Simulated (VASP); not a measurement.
# Ge (Fd-3m) in VASP: a series of runs

One crystal, Ge, is run at these levels: PBE; tasks: relaxation of cell and atoms.

Program: VASP 6.6.1. These are calculated values, not measurements. Logs are shortened: lines on timing, memory, paths and dates and some standing lists are left out, and cuts for length are marked.

## Step 1: The crystal as given

The structure is cubic, space group Fd-3m (No. 227). The conventional cell has a = 5.658 Å, b = 5.658 Å, c = 5.658 Å, α = 90.00°, β = 90.00°, γ = 90.00°. Around Ge (site symmetry -43m) lie 4 Ge at 2.45 Å.

## Step 2: Relaxation of cell and atoms, PBE

Input file INCAR:

```
SYSTEM = Ge
PREC = Accurate ; ENCUT = 520
EDIFF = 1E-6 ; ISMEAR = 0
SIGMA = 0.1 ; LREAL = .FALSE.
LASPH = .TRUE. ; NELM = 120
ALGO = Normal ; ISIF = 3
LWAVE = .FALSE. ; LCHARG = .FALSE.
GGA = PE ; IBRION = 2
NSW = 90 ; EDIFFG = -0.01
```

Input file KPOINTS:

```
Automatic mesh
0
G
  13 13 13
  0 0 0
```

Input file POSCAR:

```
Ge
1.0
    0.0000000000      2.8289100000      2.8289100000
    2.8289100000      0.0000000000      2.8289100000
    2.8289100000      2.8289100000      0.0000000000
Ge
2
Direct
    0.5000000000      0.5000000000      0.5000000000
    0.7500000000      0.7500000000      0.7500000000
```

Potentials or basis: VASP PAW PBE potentials, release 64 (Ge_d).

Launch:

```bash
$ cat potpaw_PBE.64/Ge_d/POTCAR > POTCAR
$ mpirun -np 1 vasp_std > vasp.out
```

OUTCAR:

```text
SYSTEM = Ge
   PREC = Accurate
   ENCUT = 520
   EDIFF = 1E-6
   ISMEAR = 0
   LREAL = .FALSE.
   LASPH = .TRUE.
   NELM = 120
   ISIF = 3
   GGA = PE
   IBRION = 2
   NSW = 90
   EDIFFG = -0.01

 ion  position               nearest neighbor table
   1  0.500  0.500  0.500-   2 2.45   2 2.45   2 2.45   2 2.45
   2  0.750  0.750  0.750-   1 2.45   1 2.45   1 2.45   1 2.45

  LATTYP: Found a face centered cubic cell.
 ALAT       =     5.6578200000

  Lattice vectors:

 A1 = (   0.0000000000,   2.8289100000,   2.8289100000)
 A2 = (   2.8289100000,   0.0000000000,   2.8289100000)
 A3 = (   2.8289100000,   2.8289100000,   0.0000000000)

Analysis of symmetry for initial positions (statically):
=====================================================================
 Subroutine PRICEL returns:
 Original cell was already a primitive cell.

 Routine SETGRP: Setting up the symmetry group for a
 face centered cubic supercell.

 Subroutine GETGRP returns: Found 48 space group operations
 (whereof 24 operations were pure point group operations)
 out of a pool of 48 trial point group operations.

The static configuration has the point symmetry T_d .
 The point group associated with its full space group is O_h .

Analysis of symmetry for dynamics (positions and initial velocities):
=====================================================================
 Subroutine PRICEL returns:
 Original cell was already a primitive cell.

 Routine SETGRP: Setting up the symmetry group for a
 face centered cubic supercell.

 Subroutine GETGRP returns: Found 48 space group operations
 (whereof 24 operations were pure point group operations)
 out of a pool of 48 trial point group operations.

The dynamic configuration has the point symmetry T_d .
 The point group associated with its full space group is O_h .

 Subroutine INISYM returns: Found 48 space group operations
 (whereof 24 operations are pure point group operations),
 and found     1 'primitive' translations

----------------------------------------------------------------------------------------

                                     Primitive cell

  volume of cell :      45.2780

  direct lattice vectors                    reciprocal lattice vectors
     0.000000000  2.828910000  2.828910000    -0.176746521  0.176746521  0.176746521
     2.828910000  0.000000000  2.828910000     0.176746521 -0.176746521  0.176746521
     2.828910000  2.828910000  0.000000000     0.176746521  0.176746521 -0.176746521

  length of vectors
     4.000682889  4.000682889  4.000682889     0.306133954  0.306133954  0.306133954

  position of ions in fractional coordinates (direct lattice)
     0.500000000  0.500000000  0.500000000
     0.750000000  0.750000000  0.750000000

  ion indices of the primitive-cell ions
   primitive index   ion index
                 1           1
                 2           2

----------------------------------------------------------------------------------------

 KPOINTS: Automatic mesh

Automatic generation of k-mesh.
 Grid dimensions read from file:
 generate k-points for:   13   13   13

 Generating k-lattice:

  Cartesian coordinates                     Fractional coordinates (reciprocal lattice)
    -0.013595886  0.013595886  0.013595886     0.076923077  0.000000000  0.000000000
     0.013595886 -0.013595886  0.013595886     0.000000000  0.076923077  0.000000000
     0.013595886  0.013595886 -0.013595886     0.000000000  0.000000000  0.076923077

  Length of vectors
     0.023548766  0.023548766  0.023548766

  Shift w.r.t. Gamma in fractional coordinates (k-lattice)
     0.000000000  0.000000000  0.000000000

 Subroutine IBZKPT returns following result:
 ===========================================

 Found     84 irreducible k-points:

 Following reciprocal coordinates:
            Coordinates               Weight
  0.000000  0.000000  0.000000      1.000000
  0.076923  0.000000  0.000000      8.000000
  0.153846  0.000000  0.000000      8.000000
  0.230769  0.000000  0.000000      8.000000
  0.307692  0.000000  0.000000      8.000000
  0.384615  0.000000  0.000000      8.000000
[... 16 lines left out ...]
  0.384615  0.153846  0.000000     24.000000
  0.461538  0.153846  0.000000     24.000000
 [... further k-points ...]
   k-points           NKPTS =     84   k-points in BZ     NKDIM =     84   number of bands    NBANDS=     18
   number of dos      NEDOS =    301   number of ions     NIONS =      2
   total plane-waves  NPLWV =  27000
   dimension x,y,z NGX =    30 NGY =   30 NGZ =   30
   dimension x,y,z NGXF=    60 NGYF=   60 NGZF=   60
   ions per type =               2
   NGX,Y,Z   is equivalent  to a cutoff of  12.47, 12.47, 12.47 a.u.
   NGXF,Y,Z  is equivalent  to a cutoff of  24.93, 24.93, 24.93 a.u.
 SYSTEM =  Ge
   PREC   = accura    normal or accurate (medium, high low for compatibility)
   ISTART =      0    job   : 0-new  1-cont  2-samecut
   ICHARG =      2    charge: 1-file 2-atom 10-const
   ISPIN  =      1    spin polarized calculation?
   LNONCOLLINEAR =      F non collinear calculations
   LSORBIT =      F    spin-orbit coupling
   LASPH  =      T    aspherical Exc in radial PAW
   ENCUT  =  520.0 eV  38.22 Ry    6.18 a.u.   7.44  7.44  7.44*2*pi/ulx,y,z
   NELM   =    120;   NELMIN=  2; NELMDL= -5     # of ELM steps
   EDIFF  = 0.1E-05   stopping-criterion for ELM
   LREAL  =      F    real-space projection
   EDIFFG = -.1E-01   stopping-criterion for IOM
   NSW    =     90    number of steps for IOM
   IBRION =      2    ionic relax: 0-MD 1-quasi-New 2-CG
   NFREE  =      1    steps in history (QN), initial steepest desc. (CG)
   ISIF   =      3    stress and relaxation
   ISYM   =      2    0-nonsym 1-usesym 2-fastsym
   POTIM  = 0.5000    time-step for ionic-motion
   TEBEG  =    0.0;   TEEND  =   0.0 temperature during run
   PSTRESS=    0.0 pullay stress
   NELECT =      28.0000    total number of electrons
   NUPDOWN=      -1.0000    fix difference up-down
   EMIN   =  10.00;   EMAX   =-10.00  energy-range for DOS
   EFERMI =   0.00;   METHOD = LEGACY
   ISMEAR =     0;   SIGMA  =   0.10  broadening in eV -4-tet -1-fermi 0-gaus
   EFERMI_NEDOS =   21; number of points for ismear=-14 and -15
   IALGO  =     38    algorithm
   IMIX   =      4    mixing-type and parameters
     AMIX     =   0.40;   BMIX     =  1.00
     AMIX_MAG =   1.60;   BMIX_MAG =  1.00
  volume/ion in A,a.u.               =      22.64       152.78
  Fermi-wavevector in a.u.,A,eV,Ry     =   1.394756  2.635708 26.468033  1.945346
  Thomas-Fermi vector in A             =   2.518275
   LORBIT       =      0    0 simple, 1 ext, 2 COOP (PROOUT), +10 PAW based schemes
   GGA     = PE    functional components
   LHFCALC =     F    Hartree Fock is set to
   AEXX    =    0.0000 exact exchange contribution
   IVDW    =     0    specifies the selected vdW correction
   LEPSILON=     F    determine dielectric tensor
   LRPA    =     F    only Hartree local field effects (RPA)
 conjugate gradient relaxation of ions
 non-spin polarized calculation
 Gauss-broadening in eV      SIGMA  =   0.10
  energy-cutoff  :      520.00
  volume of cell :       45.28
 maximum number of plane-waves:      1243
 NGX is ok and might be reduce to    30
   NGX = 15   NGY = 15   NGZ = 15

--------------------------------------- Ionic step        1  -------------------------------------------

 number of electron      28.0000022 magnetization

 Free energy of the ion-electron system (eV)
  ---------------------------------------------------
  ext. energy  EPLUGINS =         0.00000000
  ---------------------------------------------------
  free energy    TOTEN  =        -9.00941415 eV

  energy without entropy =       -9.00928850  energy(sigma->0) =       -9.00935133

 E-fermi :   5.0445     XC(G=0):  -9.9250

 val. band max:        5.0263182335   @ k =   0.0000   0.0000   0.0000
 cond. band min:       5.1889054167   @ k =   0.4615   0.0000   0.0000
 fundamental gap:      0.1625871832
 Fermi energy:         5.0444703311

 k-point     1 :       0.0000    0.0000    0.0000
  band No.  band energies     occupation
      1     -19.8231      2.00000
      2     -19.8231      2.00000
      3     -19.8231      2.00000
      4     -19.7869      2.00000
      5     -19.7869      2.00000
      6     -19.5764      2.00000
[... 10 lines left out ...]
     17       7.5466      0.00000
     18       7.5466      0.00000
[... 613 lines left out ...]
 POSITION                                       TOTAL-FORCE (eV/Angst)
 -----------------------------------------------------------------------------------
      2.87524      2.87524      2.87524         0.000000      0.000000      0.000000
      4.31287      4.31287      4.31287        -0.000000     -0.000000     -0.000000
 -----------------------------------------------------------------------------------
    total drift:                                0.000000     -0.000000     -0.000000

  FREE ENERGIE OF THE ION-ELECTRON SYSTEM (eV)
  ---------------------------------------------------
  free  energy   TOTEN  =        -9.0353697518 eV

  energy  without entropy=       -9.0349857434  energy(sigma->0) =       -9.03517775

--------------------------------------- Ionic step        5  -------------------------------------------

 number of electron      27.9999982 magnetization

 Free energy of the ion-electron system (eV)
  ---------------------------------------------------
  ext. energy  EPLUGINS =         0.00000000
  ---------------------------------------------------
  free energy    TOTEN  =        -9.03547120 eV

  energy without entropy =       -9.03507095  energy(sigma->0) =       -9.03527108

 E-fermi :   4.5015     XC(G=0):  -9.6874

 val. band max:        4.3786945656   @ k =  -0.0769   0.0769   0.0000
 cond. band min:       4.5113739114   @ k =   0.0000   0.0000   0.0000
 fundamental gap:      0.1326793458
 Fermi energy:         4.5014526622

 k-point     1 :       0.0000    0.0000    0.0000
  band No.  band energies     occupation
      1     -20.2387      2.00000
      2     -20.2387      2.00000
      3     -20.2387      2.00000
      4     -20.2063      2.00000
      5     -20.2063      2.00000
      6     -20.0215      2.00000
[... 10 lines left out ...]
     17       7.0428      0.00000
     18       7.0428      0.00000
[... 505 lines left out ...]
 POSITION                                       TOTAL-FORCE (eV/Angst)
 -----------------------------------------------------------------------------------
      2.87701      2.87701      2.87701         0.000000      0.000000      0.000000
      4.31551      4.31551      4.31551        -0.000000     -0.000000     -0.000000
 -----------------------------------------------------------------------------------
    total drift:                                0.000000     -0.000000     -0.000000

  FREE ENERGIE OF THE ION-ELECTRON SYSTEM (eV)
  ---------------------------------------------------
  free  energy   TOTEN  =        -9.0354712000 eV

  energy  without entropy=       -9.0350709510  energy(sigma->0) =       -9.03527108

 reached required accuracy - stopping structural energy minimisation
```

Run time: 95 s. Hardware: 1 thread of Intel Xeon Platinum 8559C (Emerald Rapids), shared host; peak memory 0.2 GiB.

What came out:

| Quantity | Value |
| --- | --- |
| Free energy | -9.0355 eV |
| Relaxed volume | 23.81 Å³/atom |
| Relaxed cell | a = 4.069 Å, b = 4.069 Å, c = 4.069 Å, α = 60.00°, β = 60.00°, γ = 60.00° |
| Space group after relaxing (to 0.05 Å) | Fd-3m (No. 227) |
| Energy gained by relaxing | 13.0 meV/atom |
| Ionic steps | 5 |
| Pressure after relaxing | 0.0 GPa |
| Band gap on the k mesh | none (metal or under the smearing width) |

Step by step:
```csv
step,energy change (eV),largest force (eV/Å),pressure (GPa),volume (Å³)
1,0.0000,0.0000,3.54,45.28
2,-0.0230,0.0000,-1.19,48.64
3,-0.0261,0.0000,-0.27,47.73
4,-0.0260,0.0000,0.24,47.54
5,-0.0261,0.0000,0.01,47.63
```

Final structure:
```yaml
crystal:
  lattice:
    - [0.00000, 2.87701, 2.87701]
    - [2.87701, 0.00000, 2.87701]
    - [2.87701, 2.87701, 0.00000]
  atoms:
    - { symbol: Ge, position: [0.50000, 0.50000, 0.50000] }
    - { symbol: Ge, position: [0.75000, 0.75000, 0.75000] }
```

Levels at points of the mesh, in eV from the Fermi level:
```csv
k point,band 10,band 11,band 12,band 13,band 14,band 15,band 16,band 17,band 18
"(0.00, 0.00, 0.00)",-24.51,-12.39,-0.41,0.01,0.01,0.01,2.54,2.54,2.54
```

Caveat: this crystal is a semiconductor, whose small gap the functional closes, so the metal is an error of the method.

## Step 3: Relaxation of cell and atoms, PBE

This run uses another cell than the first one, of 23.81 Å³/atom, 1.052 times its volume.

Input file INCAR:

```
SYSTEM = Ge
PREC = Accurate ; ENCUT = 520
EDIFF = 1E-7 ; ISMEAR = 0
SIGMA = 0.1 ; LREAL = .FALSE.
LASPH = .TRUE. ; NELM = 120
ALGO = Normal ; ISIF = 3
LWAVE = .FALSE. ; LCHARG = .FALSE.
GGA = PE ; IBRION = 2
NSW = 60 ; EDIFFG = -0.005
POTIM = 0.3
```

KPOINTS is that of step 2.

Input file POSCAR:

```
Ge                                      
1.0
   -0.0000000000      2.8770093461      2.8770093461
    2.8770093461      0.0000000000      2.8770093461
    2.8770093461      2.8770093461     -0.0000000000
  Ge            
     2
Direct
     0.5000000000000000    0.5000000000000000    0.5000000000000000
     0.7500000000000000    0.7500000000000000    0.7500000000000000
```

Potentials or basis: VASP PAW PBE potentials, release 64 (Ge_d).

Launch:

```bash
$ cat potpaw_PBE.64/Ge_d/POTCAR > POTCAR
$ mpirun -np 1 vasp_std > vasp.out
```

OUTCAR:

```text
SYSTEM = Ge
   PREC = Accurate
   ENCUT = 520
   EDIFF = 1E-7
   ISMEAR = 0
   LREAL = .FALSE.
   LASPH = .TRUE.
   NELM = 120
   ISIF = 3
   GGA = PE
   IBRION = 2
   NSW = 60
   EDIFFG = -0.005
   POTIM = 0.3

 ion  position               nearest neighbor table
   1  0.500  0.500  0.500-   2 2.49   2 2.49   2 2.49   2 2.49
   2  0.750  0.750  0.750-   1 2.49   1 2.49   1 2.49   1 2.49

  LATTYP: Found a face centered cubic cell.
 ALAT       =     5.7540186922

  Lattice vectors:

 A1 = (   0.0000000000,   2.8770093461,   2.8770093461)
 A2 = (   2.8770093461,   0.0000000000,   2.8770093461)
 A3 = (   2.8770093461,   2.8770093461,   0.0000000000)

Analysis of symmetry for initial positions (statically):
=====================================================================
 Subroutine PRICEL returns:
 Original cell was already a primitive cell.

 Routine SETGRP: Setting up the symmetry group for a
 face centered cubic supercell.

 Subroutine GETGRP returns: Found 48 space group operations
 (whereof 24 operations were pure point group operations)
 out of a pool of 48 trial point group operations.

The static configuration has the point symmetry T_d .
[... 172 lines left out ...]
  -------------------------------------------------------------------------------------
  Total        0.0339790      0.0339790      0.0339790      0.0000000     -0.0000000      0.0000000
  in kB        1.1430566      1.1430566      1.1430566      0.0000000     -0.0000000      0.0000000
  external PRESSURE =       1.1430566 kB  Pullay stress =       0.0000000 kB
[... 131 lines left out ...]
--------------------------------------- Ionic step        5  -------------------------------------------

 number of electron      27.9999980 magnetization

 Free energy of the ion-electron system (eV)
  ---------------------------------------------------
  ext. energy  EPLUGINS =         0.00000000
  ---------------------------------------------------
  free energy    TOTEN  =        -9.03655210 eV

  energy without entropy =       -9.03612802  energy(sigma->0) =       -9.03634006

 E-fermi :   4.4737     XC(G=0):  -9.6748

 val. band max:        4.3543356157   @ k =  -0.0769   0.0769   0.0000
 cond. band min:       4.4866916772   @ k =   0.0000   0.0000   0.0000
 fundamental gap:      0.1323560615
 Fermi energy:         4.4737438429

 k-point     1 :       0.0000    0.0000    0.0000
  band No.  band energies     occupation
      1     -20.2605      2.00000
      2     -20.2605      2.00000
      3     -20.2605      2.00000
      4     -20.2283      2.00000
      5     -20.2283      2.00000
      6     -20.0448      2.00000
[... 481 lines left out ...]
      5     -20.1741      2.00000
      6     -20.1066      2.00000
[... 10 lines left out ...]
     17       9.3083      0.00000
     18      10.4630      0.00000

 [... further k-points ...]

------------------------ aborting loop because EDIFF is reached ----------------------------------------

  FORCE on cell =-STRESS in cart. coord.  units (eV):
  Direction    XX          YY          ZZ          XY          YZ          ZX
  --------------------------------------------------------------------------------------
  -------------------------------------------------------------------------------------
  Total        0.0020441      0.0020441      0.0020441      0.0000000     -0.0000000      0.0000000
  in kB        0.0685806      0.0685806      0.0685806      0.0000000     -0.0000000      0.0000000
  external PRESSURE =       0.0685806 kB  Pullay stress =       0.0000000 kB
[... 17 lines left out ...]
  FREE ENERGIE OF THE ION-ELECTRON SYSTEM (eV)
  ---------------------------------------------------
  free  energy   TOTEN  =        -9.0365520958 eV

  energy  without entropy=       -9.0361280157  energy(sigma->0) =       -9.03634006

 reached required accuracy - stopping structural energy minimisation
```

It took 96 s on 1 thread of Intel Xeon Platinum 8559C (Emerald Rapids), shared host; peak memory 0.2 GiB.

What came out:

| Quantity | Value |
| --- | --- |
| Free energy | -9.0366 eV |
| Relaxed volume | 23.88 Å³/atom |
| Relaxed cell | a = 4.072 Å, b = 4.072 Å, c = 4.072 Å, α = 60.00°, β = 60.00°, γ = 60.00° |
| Space group after relaxing (to 0.05 Å) | Fd-3m (No. 227) |
| Energy gained by relaxing | 0.0 meV/atom |
| Ionic steps | 5 |
| Pressure after relaxing | 0.0 GPa |
| Band gap on the k mesh | none (metal or under the smearing width) |

Final structure:
```
Ge
1.0
     0.00000    2.87958    2.87958
     2.87958    0.00000    2.87958
     2.87958    2.87958    0.00000
Ge
2
Direct
  0.50000 0.50000 0.50000
  0.75000 0.75000 0.75000
```

Levels at points of the mesh, in eV from the Fermi level:
```csv
k point,band 11,band 12,band 13,band 14,band 15,band 16,band 17,band 18
"(0.00, 0.00, 0.00)",-12.36,-0.43,0.01,0.01,0.01,2.54,2.54,2.54
```

Caveat: this crystal is a semiconductor, whose small gap the functional closes, so the metal is an error of the method.
